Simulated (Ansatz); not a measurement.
Band structure of GeO2 (P4_2/mnm, 6 atoms in the cell).

```
CELL_PARAMETERS angstrom
      4.38948     0.00000     0.00000
      0.00000     4.38948     0.00000
      0.00000     0.00000     2.86155
ATOMIC_POSITIONS crystal
  Ge 0.50000 0.50000 0.50000
  Ge 0.00000 0.00000 0.00000
  O  0.69423 0.69423 0.00000
  O  0.30577 0.30577 0.00000
  O  0.80577 0.19423 0.50000
  O  0.19423 0.80577 0.50000
```

Method: PBE, PAW files (plane waves; Ansatz, a program for electronic structure).

Settings: kpoints.mp_grid.grid = 7 7 10; hamiltonian.xc = pbe; hamiltonian.pseudopotentials = {kind: paw} (the program's default PAW files); scf.occupations.method = fermi_dirac; scf.occupations.width = 0.05 eV; kpoints.band_path.npoints = 8.

The starting cell comes from a database of computed structures (which also holds hypothetical and non-ambient phases and stackings), without a prior relaxation at this level. Its lattice was rescaled by a random factor within 2.5 % of one.

Q: Predict the gap along the standard path and the places of the band edges.

A: The gap along the path is 1.97 eV, direct at Γ to within 0.01 eV.

Levels in eV from the top of the valence band on the path, bands 23 to 30:
```tsv
point	23	24	25	26	27	28	29	30
Γ	-2.02	-0.83	-0.83	0.00	1.97	5.99	7.12	7.12
X	-1.82	-1.82	-0.84	-0.84	5.04	5.04	7.84	7.84
M	-2.13	-2.13	-1.53	-1.53	5.10	5.10	8.59	8.59
Z	-2.35	-2.35	-1.93	-1.93	6.31	6.31	11.39	11.39
R	-1.44	-1.44	-1.37	-1.37	6.52	6.52	8.63	8.63
A	-1.36	-1.36	-1.19	-1.19	4.76	4.76	10.00	10.00
```

Keys are those of Ansatz 0.2.
